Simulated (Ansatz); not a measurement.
**P: phonons across the zone**

Level of theory: DFT PBE, scalar-relativistic, plane waves, PAW (Ansatz). Settings: 420 eV plane-wave cutoff, Γ-centred 24×24×24 mesh, Fermi-Dirac smearing of 0.15 eV. No spin polarisation. Phonons by linear response, acoustic sum rule imposed.

Equilibrium structure at this level:
```
P
1.0
     2.44721    0.00000    0.00000
     0.00000    2.44721    0.00000
     0.00000    0.00000    2.44721
P
1
Direct
  0.00000 0.00000 0.00000
```

The cell was found from a structure generator's guess, not taken from experiment. In a metal, frequencies and elastic constants depend on the k mesh and the smearing, soft modes and shear constants most. Some empty bands missed the eigensolver's threshold. This form isn't the element's ground state: it lies 89 meV/atom above the standard structure at this level.

Force constants from linear response on a 4×4×4 q mesh.

Problem. Is the structure dynamically stable on this mesh?

Solution. No: at q = (-0.500, -0.500, -0.500) a mode is imaginary, 238i cm⁻¹.

Problem. Give the frequencies (cm⁻¹; i marks imaginary ones) at the irreducible q points, in fractions of the reciprocal vectors.

Solution.
```tsv
q	star	frequencies
0.000 0.000 0.000	1	0 0 0
0.000 0.000 0.250	6	136 136 236
0.000 0.000 -0.500	3	136 174 174
0.000 0.250 0.250	12	190 223 277
0.000 0.250 -0.500	12	154 219 271
0.000 -0.500 -0.500	3	196 196 244
0.250 0.250 0.250	8	263 263 339
0.250 0.250 -0.500	12	114 287 324
0.250 -0.500 -0.500	6	102 102 316
-0.500 -0.500 -0.500	1	238i 238i 238i
```
